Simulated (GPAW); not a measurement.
# FeO (Wuestite) (R-3m) in GPAW: further runs

Runs on FeO (Wuestite). Level: LDA. Tasks: magnons.

Program: GPAW 26.7.0. These are calculated values, not measurements. Logs are shortened: lines on timing, memory, paths and dates and some standing lists are left out, and cuts for length are marked. The log counts tension as positive stress, the text compression.

## (1) The structure

The structure is trigonal, space group R-3m (No. 166). The conventional cell has a = 3.038 Å, b = 3.038 Å, c = 7.559 Å, α = 90.00°, β = 90.00°, γ = 120.00°. Fe (site symmetry -3m) has 6 O at 2.16 Å as nearest neighbours. Around O (site symmetry -3m) lie 6 Fe at 2.16 Å.

## (2) Magnons, LDA, collinear spin, ferromagnetic start

run.py

```python
import numpy as np
from ase.dft.bandgap import bandgap
from ase.io import read, write
from gpaw import GPAW, PW
from gpaw.response import ResponseContext, ResponseGroundStateAdapter
from gpaw.response.chiks import ChiKSCalculator
from gpaw.response.heisenberg import calculate_fm_magnon_energies
from gpaw.response.localft import LocalFTCalculator
from gpaw.response.mft import IsotropicExchangeCalculator
from gpaw.response.site_kernels import SphericalSiteKernels

atoms = read('FeO.cif')
atoms.set_initial_magnetic_moments([3.0, 0.0])

calc = GPAW(mode=PW(600),
            xc='LDA',
            kpts={'size': (9, 9, 9), 'gamma': True},
            occupations={'name': 'fermi-dirac', 'width': 0.05},
            nbands=17,
            convergence={'density': 1e-06},
            maxiter=150,
            txt='gpaw.txt')
atoms.calc = calc
energy = atoms.get_potential_energy()
calc.write('gs.gpw')
write('result.traj', atoms)
print(f'Energy: {energy:.6f} eV')
print('Moments:', calc.get_magnetic_moments().round(3))
print('Fermi level:', round(calc.get_fermi_level(), 4), 'eV')
print(f'Gap: {bandgap(calc)[0]:.4f} eV, direct: {bandgap(calc, direct=True)[0]:.4f} eV')

dense = calc.fixed_density(kpts={'size': (14, 14, 14), 'gamma': True},
                           nbands=29, convergence={'bands': 23},
                           update_fermi_level=True, txt='dense.txt')
dense.write('dense.gpw', mode='all')

sites = [0]
moments = calc.get_magnetic_moments()[sites]
q_qc = np.array([[0.0, 0.0, 0.0], [0.0714285714, 0.0, 0.0], [0.1428571429, 0.0, 0.0], [0.2142857143, 0.0, 0.0], [0.5, 0.0, 0.0]])
gs = ResponseGroundStateAdapter.from_gpw_file('dense.gpw')
context = ResponseContext(txt='mft.txt')
chiks = ChiKSCalculator(gs, context, ecut=150, nbands=23, gammacentered=True)
exchange = IsotropicExchangeCalculator(chiks, LocalFTCalculator.from_rshe_parameters(gs, context))
kernels = SphericalSiteKernels(atoms.positions[sites], [[1.08] * len(sites)])
J_qab = np.array([exchange(q_c, kernels)[..., 0] for q_c in q_qc])
E_qn = calculate_fm_magnon_energies(J_qab, q_qc, moments)
np.savetxt('exchange.dat', np.c_[q_qc, 1000 * J_qab.real.reshape((len(q_qc), -1))], fmt='%.4f')
np.savetxt('magnons.dat', np.c_[q_qc, 1000 * E_qn.real], fmt='%.4f')
for q_c, E_n in zip(q_qc, E_qn):
    print(q_c.round(4), 'magnon energies (meV):', (1000 * E_n.real).round(2))
```

FeO.cif

```cif
data_FeO
_cell_length_a 3.06985759
_cell_length_b 3.06985759
_cell_length_c 3.06985759
_cell_angle_alpha 59.30691343
_cell_angle_beta 59.30691343
_cell_angle_gamma 59.30691343
_space_group_name_H-M_alt 'P1'
_space_group_name_Hall 'P 1'
_space_group_IT_number 1
loop_
_space_group_symop_operation_xyz
'x,y,z'
loop_
_atom_site_label
_atom_site_type_symbol
_atom_site_symmetry_multiplicity
_atom_site_Wyckoff_symbol
_atom_site_fract_x
_atom_site_fract_y
_atom_site_fract_z
_atom_site_occupancy
Fe1 Fe 1 a 0.0000000000 0.0000000000 0.0000000000 1
O1 O 1 a 0.5000000000 0.5000000000 0.5000000000 1
```

Potentials or basis: the program's PAW data sets (release 1.2.1) made for this functional, pw.

On the command line:

```
$ OMP_NUM_THREADS=1 python run.py
```

gpaw.txt:

```text
__  _  _
 | _ |_)|_||  |
 |__||  | ||/\| - 26.7.0

Input parameters:
  mode=PW(ecut=600.0),
  convergence={'density': 1e-06},
  kpts=MonkhorstPack(size=(9, 9, 9), gamma=True),
  maxiter=150,
  nbands=17,
  occupations=Occupations(name='fermi-dirac', width=0.05),
  xc=XC(name='LDA')

Diagonalizing LCAO Hamiltonian
Converting LCAO to pw mode

                O

       Fe

Atoms  # Å, Bohr magnetons
|   | symbol |        x |        y |        z |    initial magnetic moments |
|---|--------|----------|----------|----------|-----------------------------|
| 0 |     Fe | 0.000000 | 0.000000 | 0.000000 | ( 0.0000,  0.0000,  3.0000) |
| 1 |      O | 3.101904 | 1.765957 | 1.242253 | ( 0.0000,  0.0000,  0.0000) |

Unit cell  # Å
| periodic |        x |        y |        z |  lengths |    angles |
|----------|----------|----------|----------|----------|-----------|
|      yes | 3.069858 | 0.000000 | 0.000000 | 3.069858 | 59.306913 |
|      yes | 1.566976 | 2.639813 | 0.000000 | 3.069858 | 59.306913 |
|      yes | 1.566976 | 0.892101 | 2.484506 | 3.069858 | 59.306913 |

Number of symmetries: 12
Symmetry operations  # r_c * U_cc + t_c -> r_c
|    | kind |            matrix            |
|----|------|------------------------------|
|  0 |  E   |  1, 0, 0,  0, 1, 0,  0, 0, 1 |
|  1 |  σ   |  1, 0, 0,  0, 0, 1,  0, 1, 0 |
|  2 |  σ   |  0, 1, 0,  1, 0, 0,  0, 0, 1 |
|  3 |  C3  |  0, 1, 0,  0, 0, 1,  1, 0, 0 |
|  4 |  C3  |  0, 0, 1,  1, 0, 0,  0, 1, 0 |
|  5 |  σ   |  0, 0, 1,  0, 1, 0,  1, 0, 0 |
|  6 |  C2  |  0, 0,-1,  0,-1, 0, -1, 0, 0 |
|  7 |  S6  |  0, 0,-1, -1, 0, 0,  0,-1, 0 |
|  8 |  S6  |  0,-1, 0,  0, 0,-1, -1, 0, 0 |
|  9 |  C2  |  0,-1, 0, -1, 0, 0,  0, 0,-1 |
| 10 |  C2  | -1, 0, 0,  0, 0,-1,  0,-1, 0 |
| 11 |  i   | -1, 0, 0,  0,-1, 0,  0, 0,-1 |

BZ-sampling:
  Number of BZ points: 729
  Number of IBZ points: 85

  Monkhorst-Pack size: [9, 9, 9]
  Monkhorst-Pack shift: [0, 0, 0]

K-points  # in reciprocal-cell coordinates
|     |                                coordinates |     weight |
|-----|--------------------------------------------|------------|
|   0 | (  0.00000000,   0.00000000,   0.00000000) | 0.00137174 |
|   1 | (  0.11111111,   0.00000000,  -0.11111111) | 0.00823045 |
|   2 | (  0.11111111,   0.00000000,   0.00000000) | 0.00823045 |
|   3 | (  0.11111111,   0.11111111,  -0.11111111) | 0.00823045 |
|   4 | (  0.11111111,   0.11111111,   0.00000000) | 0.00823045 |
|   5 | (  0.11111111,   0.11111111,   0.11111111) | 0.00274348 |
|   6 | (  0.22222222,  -0.11111111,  -0.11111111) | 0.00823045 |
|   7 | (  0.22222222,   0.00000000,  -0.22222222) | 0.00823045 |
|   8 | (  0.22222222,   0.00000000,  -0.11111111) | 0.01646091 |
|   9 | (  0.22222222,   0.00000000,   0.00000000) | 0.00823045 |
| ... |                                            |            |
|  84 | (  0.44444444,   0.44444444,   0.44444444) | 0.00274348 |

Plane wave coefficients: 683
Cutoff: 600.0 eV

Spin-components: 2 (collinear spins)
Bands:           17
Projectors:      11
Spin-degeneracy: 1
Datatype:        complex128

Density:
  Valence electrons: 14.0
  Components: 2
  Grid points: [18 18 18]
  Charge: 0.0  # |e|

Potential:
  Grid points: [18 18 18]

species:
  Fe:
    name:    Iron
    Z:       26.0
    valence: 8
    core:    18
    charge:  0.0  # [|e|]
    compensation charges:
      type: gauss
      rc: 0.33  # [Å]
      lmax: 2
    cutoffs:
      filter: 2.06  # [Å]
      core: 2.67  # [Å]
    projectors
    | kind |    occ | energy [eV] | rcut [Å] |
    |------|--------|-------------|----------|
    |   4s |  2.000 |      -5.481 |    1.164 |
    |   4p |  0.000 |      -1.431 |    1.058 |
    |   3d |  6.000 |      -7.753 |    1.058 |
    |    s |        |      21.730 |    1.164 |
    |    p |        |      25.780 |    1.058 |
    |    d |        |      19.459 |    1.058 |

    Using partial waves for Fe as LCAO basis

  O:
    name:    Oxygen
    Z:       8.0
    valence: 6
    core:    2
    charge:  0.0  # [|e|]
    compensation charges:
      type: gauss
      rc: 0.21  # [Å]
      lmax: 2
    cutoffs:
      filter: 1.17  # [Å]
      core: 0.83  # [Å]
    projectors
    | kind |    occ | energy [eV] | rcut [Å] |
    |------|--------|-------------|----------|
    |   2s |  2.000 |     -23.752 |    0.688 |
    |   2p |  4.000 |      -9.195 |    0.598 |
    |    s |        |       3.459 |    0.688 |
    |    p |        |      18.016 |    0.598 |
    |    d |        |       0.000 |    0.619 |

    Using partial waves for O as LCAO basis

Reference energy: -36585.847439  # eV

eigensolver:
  PPCG
  Converge bands: occupied
  niter=2

density mixing:
  MSR1-Mixer
  Pratt-step length: 0.05
  Maximum mixing coefficient: 0.75
  Old densities: 10
  SVD Regularization: 0.005
  Good broyden scale: 1.0
  Trust region scale: 1.0
  Backstep threshold: 4.0
  History deletion threshold: 6.0
  Fourier metric: weight=20.0, sigma=0.015

occupation numbers:
  Fermi-Dirac:
    width: 0.0500  # eV

poisson solver:
  ecut: 4800.0  # eV

xc functional:
  name: None

convergence criteria:
- Maximum integral of absolute [dens]ity change: 1e-06 electrons / valence electron
- Maximum [total energy] change in last 3 cyles: 0.0005 eV / valence electron
- Maximum integral of absolute [eigenst]ate change: 4e-08 eV^2 / valence electron
maximum number of iterations: 150

SCF iterations
|iter     | |      energy | eigst |  dens |  magmom |
|---------|-|-------------|-------|-------|---------|
|iter:   1| |  -17.929748 | -0.05 |       |  +3.0021|
|iter:   2| |  -17.733464 | -1.70 | -0.74 |  +3.0515|
|iter:   3| |  -17.419804 | -1.81 | -0.79 |  +3.5081|
|iter:   4| |  -17.461247 | -2.99 | -1.26 |  +3.7532|
|iter:   5| |  -17.474813 | -2.27 | -1.53 |  +3.9873|
|iter:   6| |  -17.473788 | -3.63 | -2.16 |  +4.0129|
|iter:   7| |  -17.473677c| -5.15 | -2.47 |  +3.9908|
|iter:   8| |  -17.473745c| -5.46 | -2.83 |  +4.0010|
|iter:   9| |  -17.473747c| -6.84 | -3.55 |  +3.9999|
|iter:  10| |  -17.473747c| -7.92c| -4.01 |  +3.9995|
|iter:  11| |  -17.473748c| -8.57c| -4.87 |  +3.9996|
|iter:  12| |  -17.473748c| -8.93c| -5.35 |  +3.9996|
|iter:  13| |  -17.473748c| -9.46c| -6.58c|  +3.9996|

Converged in 13 steps
Energy contributions relative to reference atoms: (reference = -36585.847439)

Energy contributions:
  Kinetic:          21.808513
  Coulomb:         -19.188002
  Zero:              0.159607
  External:          0.000000
  Xc:              -20.248425
  Entropy:          -0.010880
  Spinorbit:         0.000000
  ----------------------------
  Free energy:     -17.479188
  Extrapolated:    -17.473748

dipole moment: (-15.012393, -8.546763, -6.012174)  # |e|*Ang

Total magnetic moment: (0.000000, 0.000000, 3.999603)

Local magnetic moments
|        x |        y |        z |
|----------|----------|----------|
| 0.000000 | 0.000000 | 3.507998 |  # Fe   0
| 0.000000 | 0.000000 | 0.244555 |  # O    1

Fermi level: 8.685
Eigenvalues  # (at kpt = [0.000, 0.000, 0.000])
| band index |      eig [eV] | occ [0-1] |      eig [eV] | occ [0-1] |
|------------|---------------|-----------|---------------|-----------|
|          0 |       -11.782 |     1.000 |       -11.197 |     1.000 |
|          1 |         4.777 |     1.000 |         5.393 |     1.000 |
|          2 |         4.881 |     1.000 |         5.499 |     1.000 |
|          3 |         4.881 |     1.000 |         5.499 |     1.000 |
|          4 |         4.942 |     1.000 |         7.907 |     1.000 |
|          5 |         5.009 |     1.000 |         7.997 |     1.000 |
[... 9 lines left out ...]
|         15 |        25.645 |     0.000 |        26.755 |     0.000 |
|         16 |        25.645 |     0.000 |        26.755 |     0.000 |

No gap
No difference between direct/indirect transitions
# Writing to gs.gpw (mode='')
```

stdout:

```text
Energy: -17.473748 eV
Moments: [3.508 0.245]
Fermi level: 8.6849 eV
Gap: 0.0000 eV, direct: 0.0000 eV
[0. 0. 0.] magnon energies (meV): [0.]
[0.0714 0.     0.    ] magnon energies (meV): [-3.85]
[0.1429 0.     0.    ] magnon energies (meV): [-18.76]
[0.2143 0.     0.    ] magnon energies (meV): [-46.58]
[0.5 0.  0. ] magnon energies (meV): [-192.93]
```

mft.txt:

```text
Calculating f(G)
    Calculating PAW corrections

    RSHE of atom 0
      (l,m)   max weight  avg weight  included
      (0,0)   1.00000000  0.98529464  yes
      (1,-1)  0.00000000  0.00000000  yes
      (1,0)   0.00000000  0.00000000  yes
      (1,1)   0.00000000  0.00000000  yes
      (2,-2)  0.12788170  0.00029480  yes
      (2,-1)  0.02064734  0.00004759  yes
      (2,0)   0.03289220  0.00007584  yes
[... 97 lines left out ...]
Setting up a generalized Kohn-Sham susceptibility calculation with:
    Spin component: +-
    q_c: [0.0714285714, 0.0, 0.0]
    Number of frequency points: 1
    Number of bands included: 23
Resulting in:
    A total number of band and spin transitions of: 350
[... 142 lines left out ...]
Symmetries of q_c:
    Direct symmetries (Uq -> q): 4
    Indirect symmetries (TUq -> q): 0
In total 4 allowed symmetries.

  ( 1  0  0)  ( 1  0  0)  (-1  0  0)  (-1  0  0)
  ( 0  1  0)  ( 0  0  1)  ( 0  0 -1)  ( 0 -1  0)
  ( 0  0  1)  ( 0  1  0)  ( 0 -1  0)  ( 0  0 -1)

744 groups of equivalent kpoints. 72.8862973760933% reduction.
```

It took 10 min on 1 thread of Intel Xeon 6975P-C (Granite Rapids), shared host; peak memory 0.6 GiB.

Results:

```yaml
Free_energy: -17.4792 eV
Band_gap_on_the_k_mesh: none (metal or under the smearing width)
Net_moment: 4.00 μB per cell
Site_moments: Fe +3.51; O +0.24 μB
```

Caveat: the number of bands moves the energies at small q by some ten meV; the exchange constants hang on this mesh and on the site radius; a cell with one magnetic atom can't hold antiferromagnetic order, which such compounds often take; semilocal functionals often make such compounds metallic where correlation or magnetic order opens a gap, which also shifts bond lengths. With open d or f shells a metallic result of LDA can be an artefact of self-interaction; +U or a hybrid may open a gap.

(Part 1 of 2 ends here.)
